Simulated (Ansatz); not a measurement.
# Ta2N: single point with PBE

Crystal: Ta2N.

```xyz
3
Lattice="3.1129 0.0000 0.0000 -1.5564 2.6958 0.0000 0.0000 0.0000 4.8698" Properties=species:S:1:pos:R:3 pbc="T T T"
Ta    0.0000    1.7972    1.2404
Ta    1.5564    0.8986    3.6294
N     0.0000    0.0000    0.0000
```

The cell comes from a database or a generator and needn't be the stable form of this composition.

| Quantity | Value |
| --- | --- |
| Program | Ansatz 0.2.0 |
| Task | single point |
| Functional | PBE |
| Potentials or basis | all-electron LAPW, scalar-relativistic |
| Cutoff | 365 eV (chosen from the basis error) |
| Basis error allowed | 0.001 eV/atom |
| k mesh | 10 × 10 × 6 |
| Occupations | fermi-dirac, width 0.05 eV |
| Spin | no spin polarisation |

```json
{
 "Pressure": "-1.2 GPa",
 "Largest force": "0.012 eV/Å",
 "Band gap on the k mesh": "none (metal or under the smearing width)",
 "Loewdin charges": "Ta +0.43; N -0.66 e"
}
```

Forces in eV/Å, atoms in the order of the input:
```
Ta   0.000  0.000 -0.012
Ta   0.000  0.000  0.012
N    0.000  0.000  0.000
```

Stress tensor (GPa, compression positive):
```
-1.58  0.00  0.00
 0.00 -1.58  0.00
 0.00  0.00 -0.35
```

Levels at points of the mesh, in eV from the Fermi level:
| k point | band 44 | band 45 | band 46 | band 47 | band 48 | band 49 | band 50 | band 51 |
| --- | --- | --- | --- | --- | --- | --- | --- | --- |
| (0.00, 0.00, 0.00) | -4.97 | -0.65 | -0.23 | -0.23 | 0.27 | 0.28 | 0.28 | 1.15 |
| (0.00, 0.00, -0.50) | -2.85 | -2.65 | -1.11 | -1.11 | 1.76 | 1.89 | 2.29 | 2.29 |
| (0.00, -0.50, 0.00) | -4.52 | -2.62 | -1.38 | 1.76 | 1.87 | 3.69 | 3.98 | 4.19 |
| (0.00, -0.50, -0.50) | -3.27 | -2.17 | -2.12 | -0.28 | 0.72 | 3.28 | 3.51 | 3.99 |

Run time: 30 s on 2 threads of Intel(R) Xeon(R) Platinum 8375C CPU @ 2.90GHz (Ice Lake), with other jobs on the host, peak memory 0.69 GiB.

Caveat: the atomic charges don't sum to the cell's charge. The run has no spin-orbit coupling, so splittings on Ta are missing.
